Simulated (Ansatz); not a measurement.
The system is CuO (Tenorite).

```
Cu O
1.0
     2.34185   -1.71130    0.00000
     2.34185    1.71130    0.00000
    -0.85003    0.00000    5.05787
Cu O
2 2
Cartesian
  0.7459 -0.8557 2.5289
  1.1709 0.8557 0.0000
  1.7043 0.2793 3.7934
  2.1293 -0.2793 1.2645
```

- Program: Ansatz 0.2.0
- Task: relaxation of cell and atoms
- Functional: RPBE
- Dispersion: D4
- Potentials or basis: Ansatz PAW
- Cutoff: 420 eV (not typed: the program's choice for these potentials)
- k mesh: 10 × 10 × 5
- Occupations: fermi-dirac, width 0.05 eV
- Spin: no spin polarisation

At the start: volume 10.13 Å³/atom.

**Question.** How do energy, volume and symmetry change on relaxing?

**Answer.** It ends after 33 steps and the volume is 10.88 Å³/atom (+7.4 %); space group C2/c (No. 15, to 0.05 Å).

Step by step:
| step | energy change (eV) | largest force (eV/Å) | volume (Å³) |
| --- | --- | --- | --- |
| 1 | 0.0000 | 0.1821 | 40.54 |
| 2 | -0.0064 | 0.1645 | 40.97 |
| 3 | -0.0146 | 0.0275 | 41.78 |
| 4 | -0.0158 | 0.0016 | 41.80 |
| 5 | -0.0168 | 0.0052 | 41.92 |
| 6 | -0.0167 | 0.0004 | 41.97 |
| 7 | -0.0268 | 0.0017 | 41.97 |
| 8 | -0.0282 | 0.0004 | 42.30 |
| 9 | -0.0280 | 0.0058 | 42.57 |
| 10 | -0.0279 | 0.0007 | 42.61 |
| 11 | -0.0279 | 0.0001 | 42.60 |
| 12 | -0.0323 | 0.0008 | 42.60 |
| 13 | -0.0327 | 0.0019 | 42.80 |
| 14 | -0.0323 | 0.0015 | 42.97 |
| 15 | -0.0324 | 0.0003 | 42.95 |
| 16 | -0.0347 | 0.0006 | 42.95 |
| 17 | -0.0349 | 0.0017 | 43.10 |
| 18 | -0.0346 | 0.0046 | 43.20 |
| 19 | -0.0347 | 0.0010 | 43.19 |
| 20 | -0.0363 | 0.0015 | 43.19 |
| 21 | -0.0363 | 0.0013 | 43.30 |
| 22 | -0.0362 | 0.0026 | 43.34 |
| 23 | -0.0362 | 0.0000 | 43.35 |
| 24 | -0.0372 | 0.0007 | 43.35 |
| 25 | -0.0373 | 0.0009 | 43.42 |
| 26 | -0.0372 | 0.0022 | 43.45 |
| 27 | -0.0372 | 0.0000 | 43.44 |
| 28 | -0.0377 | 0.0005 | 43.44 |
| 29 | -0.0377 | 0.0012 | 43.49 |
| 30 | -0.0382 | 0.0015 | 43.49 |
| 31 | -0.0381 | 0.0016 | 43.56 |
| 32 | -0.0382 | 0.0000 | 43.53 |
| 33 | -0.0383 | 0.0003 | 43.53 |

Final structure:
```
CELL_PARAMETERS angstrom
2.09042 -2.00547 0.14776
2.09042 2.00547 0.14776
-0.43964 0.00000 5.16017
ATOMIC_POSITIONS crystal
Cu 0.50000 0.00000 0.50000
Cu 0.00000 0.50000 0.00000
O 0.49551 0.50449 0.75000
O 0.50449 0.49551 0.25000
```

Caveat: the plane-wave basis is chosen anew once the cell has moved, so the energies of steps on either side of that aren't comparable; the pressure holds a Pulay correction of +0.6 GPa for the finite cutoff; the run has no spin polarisation, though such a crystal can be magnetic; the PAW data sets come from PBE, with cores solved anew for the run's functional, which leaves a small shift of forces and pressure.
